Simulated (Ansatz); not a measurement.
Consider the formal hydrolysis of a Ge–O bond: `CC(C)(C)[O][Ge][F]` + H₂O → `[OH][Ge][F]` + tert-butanol.

Isolated molecules relaxed with PBE0-D4/def2-TZVP in Ansatz; ΔE leaves out vibrations. CCSD(T)/CBS adds triple-zeta CCSD(T) − MP2 to the extrapolated MP2 energy (def2 sets, frozen cores). This one scheme is used for every species. For Ge outer-core shells are correlated without core-valence functions, which leaves a few kJ/mol of doubt a bond. Scalar relativity is left out up to krypton. Each species was taken in one conformer, which may not be the lowest.

| species | HF/def2-SVP energy (Eh) |
| --- | --- |
| `CC(C)(C)[O][Ge][F]` | -2405.93049 |
| H₂O | -75.96088 |
| `[OH][Ge][F]` | -2249.90465 |
| `CC(C)(C)O` | -231.98898 |

Question: Work out ΔE.

Answer: ΔE = (-2249.90465) + (-231.98898) − (-2405.93049) − (-75.96088) = -0.00226 Eh = -1.4 kcal/mol. CCSD(T)/CBS gives +1.1 kcal/mol.

Largest T1 diagnostic among the species: 0.015.

The D4 term adds +3.2 kcal/mol with B3LYP and +1.9 kcal/mol with PBE0; it sums over pairs of atoms, weighted by their polarisabilities, and B3LYP, whose exchange is more repulsive, gets the larger term. In def2-TZVPP, CCSD(T) changes the Hartree–Fock value by +3.7 kcal/mol (the triples alone add +0.8 kcal/mol) and MP2 by +4.2 kcal/mol.

B3LYP here is the variant with VWN-RPA as its local correlation; programs differ in this.
